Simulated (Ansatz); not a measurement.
# Si16O31: the cost of one run

Method: DFT, PBE, plane-wave PAW, default files, scalar-relativistic, in Ansatz 0.2.0.

1 further run of the same task is left out (it didn't finish).

**1. The starting structure**

Symmetry: P1, No. 1, triclinic system. Conventional cell: a = 9.970 Å, b = 9.970 Å, c = 10.374 Å, α = 105.33°, β = 105.33°, γ = 116.20°. Si (site symmetry 1) is surrounded by 4 O at 1.61 to 1.62 Å. Si (site symmetry 1) has 3 O at 1.62 Å as nearest neighbours. Only part of the 47 independent sites is listed.

Structure file:

```
Si O
1.0
    -7.73785    8.46472    4.56164
     2.63574   -8.46472    4.56164
     7.73785    8.46472   -4.56164
Si O
16 31
Direct
  0.64559 0.48741 0.78060
  0.14559 0.98741 0.78060
  0.14559 0.48741 0.28060
  0.64559 0.98741 0.28060
  0.54320 0.51259 0.40819
  0.04320 0.01259 0.40819
  0.04320 0.51259 0.90819
  0.54320 0.01259 0.90819
  0.37463 0.48739 0.17634
  0.87463 0.98739 0.17634
  0.87463 0.48739 0.67634
  0.37463 0.98739 0.67634
  0.43895 0.51261 0.63724
  0.93895 0.01261 0.63724
  0.93895 0.51261 0.13724
  0.43895 0.01261 0.13724
  0.27785 0.73385 0.48263
  0.77785 0.23385 0.48263
  0.77785 0.73385 0.98264
  0.27785 0.23385 0.98264
  0.49879 0.26615 0.29401
  0.99879 0.76615 0.29401
  0.99879 0.26615 0.79401
  0.49879 0.76615 0.79401
  0.01932 0.23361 0.22653
  0.51932 0.73361 0.22653
  0.51932 0.23361 0.72653
  0.01932 0.73361 0.72653
  0.47067 0.51997 0.51441
  0.97067 0.01997 0.51441
  0.97067 0.51997 0.01441
  0.47067 0.01997 0.01441
  0.95856 0.99975 0.29233
  0.95856 0.49975 0.79233
  0.45856 0.99975 0.79233
  0.74292 0.76639 0.53571
  0.24292 0.26639 0.53571
  0.24292 0.76639 0.03571
  0.74292 0.26639 0.03571
  0.74443 0.48002 0.70070
  0.24443 0.98003 0.70070
  0.24443 0.48002 0.20070
  0.74443 0.98003 0.20070
  0.54258 0.50025 0.70881
  0.04258 0.00025 0.70881
  0.04258 0.50025 0.20881
  0.54258 0.00025 0.20881
```

The vacant site is at (0.459, 0.500, 0.292) in fractional coordinates of the input's cell.

**2. Single point at the given positions**

File input.yaml:

```yaml
crystal:
  lattice:
    - [-7.737853, 8.464716, 4.561638]
    - [2.635741, -8.464716, 4.561638]
    - [7.737853, 8.464716, -4.561638]
  atoms:
    - { symbol: Si, position: [0.6455915, 0.4874055, 0.780604] }
    - { symbol: Si, position: [0.1455915, 0.9874055, 0.780604] }
    - { symbol: Si, position: [0.1455915, 0.4874055, 0.280604] }
    - { symbol: Si, position: [0.6455915, 0.9874055, 0.280604] }
    - { symbol: Si, position: [0.5431985, 0.5125945, 0.408186] }
    - { symbol: Si, position: [0.0431985, 0.0125945, 0.408186] }
    - { symbol: Si, position: [0.0431985, 0.5125945, 0.908186] }
    - { symbol: Si, position: [0.5431985, 0.0125945, 0.908186] }
    - { symbol: Si, position: [0.3746305, 0.487391, 0.1763405] }
    - { symbol: Si, position: [0.8746305, 0.987391, 0.1763405] }
    - { symbol: Si, position: [0.8746305, 0.487391, 0.6763405] }
    - { symbol: Si, position: [0.3746305, 0.987391, 0.6763405] }
    - { symbol: Si, position: [0.4389495, 0.512609, 0.6372395] }
    - { symbol: Si, position: [0.9389495, 0.012609, 0.6372395] }
    - { symbol: Si, position: [0.9389495, 0.512609, 0.1372395] }
    - { symbol: Si, position: [0.4389495, 0.012609, 0.1372395] }
    - { symbol: O, position: [0.2778525, 0.7338465, 0.482635] }
    - { symbol: O, position: [0.7778525, 0.2338465, 0.482635] }
    - { symbol: O, position: [0.7778525, 0.7338465, 0.982635] }
    - { symbol: O, position: [0.2778525, 0.2338465, 0.982635] }
    - { symbol: O, position: [0.4987885, 0.2661535, 0.294006] }
    - { symbol: O, position: [0.9987885, 0.7661535, 0.294006] }
    - { symbol: O, position: [0.9987885, 0.2661535, 0.794006] }
    - { symbol: O, position: [0.4987885, 0.7661535, 0.794006] }
    - { symbol: O, position: [0.019323, 0.233611, 0.226529] }
    - { symbol: O, position: [0.519323, 0.733611, 0.226529] }
    - { symbol: O, position: [0.519323, 0.233611, 0.726529] }
    - { symbol: O, position: [0.019323, 0.733611, 0.726529] }
    - { symbol: O, position: [0.4706745, 0.519975, 0.5144085] }
    - { symbol: O, position: [0.9706745, 0.019975, 0.5144085] }
    - { symbol: O, position: [0.9706745, 0.519975, 0.0144085] }
    - { symbol: O, position: [0.4706745, 0.019975, 0.0144085] }
    - { symbol: O, position: [0.958562, 0.99975, 0.292329] }
    - { symbol: O, position: [0.958562, 0.49975, 0.792329] }
    - { symbol: O, position: [0.458562, 0.99975, 0.792329] }
    - { symbol: O, position: [0.742918, 0.766389, 0.535712] }
    - { symbol: O, position: [0.242918, 0.266389, 0.535712] }
    - { symbol: O, position: [0.242918, 0.766389, 0.035712] }
    - { symbol: O, position: [0.742918, 0.266389, 0.035712] }
    - { symbol: O, position: [0.7444335, 0.480025, 0.7006995] }
    - { symbol: O, position: [0.2444335, 0.980025, 0.7006995] }
    - { symbol: O, position: [0.2444335, 0.480025, 0.2006995] }
    - { symbol: O, position: [0.7444335, 0.980025, 0.2006995] }
    - { symbol: O, position: [0.542579, 0.50025, 0.708812] }
    - { symbol: O, position: [0.042579, 0.00025, 0.708812] }
    - { symbol: O, position: [0.042579, 0.50025, 0.208812] }
    - { symbol: O, position: [0.542579, 0.00025, 0.208812] }
total_charge: 2
kpoints:
  mp_grid: { grid: [3, 4, 3] }
scf:
  occupations: { method: fermi_dirac, width: 0.01 }
hamiltonian:
  xc: pbe
  pseudopotentials: { kind: paw }
output:
  forces: true
  stress: true
  populations: true
  efg: { quadrupole_moments_barn: { O: -0.02558 }, contact_densities: true }
```

On the command line:

```console
ansatz run input.yaml --threads 4 --pin off --max-ram 8192MiB --backend cpu --events-out ev --progress --plain --runs-dir out
```

**Question.** How long does this run take on 4 threads of Arm Neoverse N1, shared host, and how much memory does it need?

About 6.8 min, with a peak of 3.9 GiB.
